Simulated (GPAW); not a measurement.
Wanted: an ASE script for a GPAW 26.7.0 run.

* Task: equation of state
* Functional: PBEsol
* Potentials or basis: PAW data sets generated in the run's folder for this functional
* Cutoff: 600 eV
* Basis: pw
* k mesh: 10 × 10 × 6
* Occupations: fermi-dirac, width 0.05 eV
* Spin: no spin polarisation
* Maxiter: 150
* Eos scales: [0.94, 0.96, 0.98, 1.0, 1.02, 1.04, 1.06]

Ti:

```
Ti
1.0
     2.95000    0.00000    0.00000
    -1.47500    2.55477    0.00000
     0.00000    0.00000    4.68000
Ti
2
Direct
  0.66667 0.33333 0.75000
  0.33333 0.66667 0.25000
```

These files were run (other wordings do the same):

run.py

```python
from ase import Atoms
from ase.eos import EquationOfState
from ase.io import Trajectory
from ase.units import GPa
from gpaw import GPAW, PW, setup_paths

setup_paths.insert(0, '.')

atoms = Atoms(['Ti', 'Ti'],
              cell=[[2.95, 0.0, 0.0],
                    [-1.475, 2.5547749412, 0.0],
                    [0.0, 0.0, 4.68]],
              scaled_positions=[[0.6666666667, 0.3333333333, 0.75],
                                [0.3333333333, 0.6666666667, 0.25]],
              pbc=True)

traj = Trajectory('eos.traj', 'w')
volumes, energies = [], []
for x in [0.94, 0.96, 0.98, 1.0, 1.02, 1.04, 1.06]:
    a = atoms.copy()
    a.set_cell(atoms.cell * x**(1 / 3), scale_atoms=True)
    calc = GPAW(mode=PW(600),
                xc='PBEsol',
                kpts={'size': (10, 10, 6), 'gamma': True},
                occupations={'name': 'fermi-dirac', 'width': 0.05},
                nbands=24,
                convergence={'density': 1e-05, 'energy': 1e-05},
                maxiter=150,
                txt=f'eos-{x:.2f}.txt')
    a.calc = calc
    energies.append(a.get_potential_energy(force_consistent=True))
    volumes.append(a.get_volume())
    p = -a.get_stress()[:3].mean() / GPa
    calc.write(f'eos-{x:.2f}.gpw')
    traj.write(a)
    print(f'{x:.2f} {volumes[-1]:10.4f} A^3 {energies[-1]:14.6f} eV {p:9.3f} GPa', flush=True)

v0, e0, B = EquationOfState(volumes, energies, eos='birchmurnaghan').fit()
print(f'V0 = {v0:.4f} A^3, E0 = {e0:.6f} eV, B0 = {B / GPa:.2f} GPa')
```

Potentials or basis: PAW data sets generated in the run's folder for this functional, pw.

The run is started by

```bash
$ gpaw-setup -f PBEsol Ti
$ OMP_NUM_THREADS=1 python run.py
```

Results of the run:

```
Equilibrium volume                        : 16.80 Å³/atom
Bulk modulus at fixed shape and positions : 118 GPa
Pressure derivative of the bulk modulus   : 3.4
```

Caveat: the cell was scaled at fixed shape and fractional positions, which overstates the stiffness of a crystal with free parameters, most of all of layers and chains.

Run time: 2.6 min on 1 thread of Intel(R) Xeon(R) 6975P-C (Granite Rapids), with other jobs on the host, peak memory 0.36 GiB.
